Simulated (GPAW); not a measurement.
Runs of GPAW 26.7.0 on InSe. Symmetry: R3m, No. 160, trigonal system. The conventional cell has a = 4.000 Å, b = 4.000 Å, c = 25.320 Å, α = 90.00°, β = 90.00°, γ = 120.00°. In (site symmetry 3m) is surrounded by 3 Se at 2.63 Å and 1 In at 2.82 Å. Around In (site symmetry 3m) lie 3 Se at 2.64 Å and 1 In at 2.82 Å. Se (site symmetry 3m) is surrounded by 3 In at 2.63 Å. Se (site symmetry 3m) is surrounded by 3 In at 2.64 Å. 

```csv
task,level,potentials or basis,k mesh,cutoff (eV),smearing,maxiter,ranks,convergence,response ecut,response k mesh,mesh quality,gap on the mesh (eV),pressure (GPa),V0 of scaled cells (Å³/atom),B0 (GPa),largest force (eV/Å)
single point,LDA,"the program's PAW data sets (release 1.2.1) made for this functional, pw",6 × 6 × 6,500,fermi-dirac 0.05 eV,80,-,-,-,-,not flagged,0.21,(c),-,-,0.25
equation of state,PBEsol,"PAW data sets generated in the run's folder for this functional, pw",8 × 8 × 8,600,fermi-dirac 0.05 eV,150,4,-,-,-,not flagged,-,-,(a),51,-
equation of state,LDA,"the program's PAW data sets (release 1.2.1) made for this functional, pw",5 × 5 × 5,600,fermi-dirac 0.05 eV,150,4,-,-,-,coarse,-,-,28.33,55,-
single point,LDA,"the program's PAW data sets (release 1.2.1) made for this functional, pw",6 × 6 × 6,450,fermi-dirac 0.05 eV,120,-,default,-,-,not flagged,0.21,(b),-,-,0.25
dielectric tensor,LDA,"the program's PAW data sets (release 1.2.1) made for this functional, pw",6 × 6 × 6,450,fermi-dirac 0.001 eV,150,-,-,80 eV,9 × 9 × 9,not flagged,0.21,-,-,-,-
band structure,r2SCAN,"GPAW PAW data sets (gpaw-data 1.2.1), pw",5 × 5 × 5,600,fermi-dirac 0.05 eV,150,4,-,-,-,not flagged,-,1.0,-,-,(d)
single point,PBEsol,"PAW data sets generated in the run's folder for this functional, pw",8 × 8 × 8,600,fermi-dirac 0.05 eV,150,4,-,-,-,not flagged,0.34,-0.1,-,-,0.31
```

Alike in all rows: no spin polarisation; cell as given.

**Question.** Fill in the values left out.

**Answer.** (a) 29.22; (b) -2.8; (c) -2.1; (d) 0.26.

Caveats: some runs use coarse meshes; spin-orbit coupling is left out, which moves the levels of the heavy elements (some runs); the cutoff is short for stress and forces, so pressures can be off by a GPa or more (some runs); the cell was scaled at fixed shape and fractional positions, which overstates the stiffness of a crystal with free parameters, most of all of layers and chains (some runs); the dielectric constant isn't converged in the k mesh (some runs); the long-wavelength limit can be off by a per cent or two (some runs); the gap is small at this level, which inflates the dielectric constant (some runs); an odd mesh through Γ misses points on the zone boundary, where band edges often lie (some runs).

A k mesh can miss the band edges, and the runs leave out spin-orbit coupling on In, Se.

Not every run made on this cell is shown here.
